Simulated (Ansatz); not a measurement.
Level of theory: DFT PBE, scalar-relativistic, plane waves, PAW in Ansatz 0.2.0. All cells share a 420 eV cutoff and Γ-centred k meshes spaced at most about 0.3 Å⁻¹ (about 0.25 or finer for metals, 2π included). No spin polarisation.

Temperature and zero-point effects are left out.

Two relaxed structures of Ti₄B:

1.

```cif
data_structure
_symmetry_space_group_name_H-M 'Im-3m'
_symmetry_Int_Tables_number 229
_cell_length_a 5.4066
_cell_length_b 5.4066
_cell_length_c 5.4066
_cell_angle_alpha 90.000
_cell_angle_beta 90.000
_cell_angle_gamma 90.000
_cell_volume 158.04
loop_
_atom_site_label
_atom_site_type_symbol
_atom_site_symmetry_multiplicity
_atom_site_Wyckoff_symbol
_atom_site_fract_x
_atom_site_fract_y
_atom_site_fract_z
_atom_site_occupancy
Ti1 Ti 8 c 0.25000 0.25000 0.25000 1
B1 B 2 a 0.00000 0.00000 0.00000 1
```

2.

```cif
data_structure
_symmetry_space_group_name_H-M 'I4/mmm'
_symmetry_Int_Tables_number 139
_cell_length_a 7.6971
_cell_length_b 7.6971
_cell_length_c 2.9020
_cell_angle_alpha 90.000
_cell_angle_beta 90.000
_cell_angle_gamma 90.000
_cell_volume 171.93
loop_
_atom_site_label
_atom_site_type_symbol
_atom_site_symmetry_multiplicity
_atom_site_Wyckoff_symbol
_atom_site_fract_x
_atom_site_fract_y
_atom_site_fract_z
_atom_site_occupancy
Ti1 Ti 8 i 0.22182 0.50000 0.50000 1
B1 B 2 a 0.00000 0.00000 0.00000 1
```

Problem. Which form is favoured at zero pressure, and by what margin per atom?

Solution. Cell 1 is lower, by 207 meV/atom. Cell 1 has space group Im-3m (No. 229), 15.8 Å³/atom and no gap on its mesh; cell 2 has space group I4/mmm (No. 139), 17.2 Å³/atom and no gap. Counting Ti atoms around B (those within 1.25 times the shortest such distance or 1.15 times the sum of covalent radii), cell 1 has B 8 and cell 2 has B 4. The denser one is the lower, and pressure would at first widen the difference. Even the lower one lies +0.24 eV/atom against the reference forms of the elements (uncorrected), so neither is stable at this level. In cell 1, Ti has 2 B at 2.34 Å and 6 Ti at 2.70 Å; B is surrounded by 8 Ti at 2.34 Å. In cell 2, around Ti lie 1 B at 2.14 Å, 8 Ti at 2.82–3.03 Å and 1 Ti at 3.41 Å; B has 4 Ti at 2.14 Å. Both come from invented guesses.

Cells relaxed within their symmetry can be saddle points.
